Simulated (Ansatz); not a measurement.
# hcp against fcc along the 5d metals

The calculation used DFT, revPBE, plane waves (420 eV) with PAW, scalar-relativistic in Ansatz 0.2.0. (PAW data from PBE, frozen cores regenerated.)

Each structure is relaxed within its symmetry, in the lowest magnetic state of the tried starts. Differences under about 8 meV lie within the error of the k-point mesh.

```
element  E(hcp) − E(fcc) (meV/atom)  V(hcp) (Å³/atom)  V(fcc) (Å³/atom)       state of hcp       state of fcc
     Lu                         -45             30.18             30.18  spin not included  spin not included
     Hf                         -71             23.00             23.05  spin not included  spin not included
     Ta                          46             18.98             19.06  spin not included  spin not included
      W                          18             16.68             16.61  spin not included  spin not included
     Re                         -62             15.07             15.12  spin not included  spin not included
     Os                        -138             14.39             14.46  spin not included  spin not included
     Ir                          78             14.71             14.63  spin not included       non-magnetic
     Pt                          58             15.97             15.85  spin not included  spin not included
     Au                           5             18.36             18.33  spin not included  spin not included
```
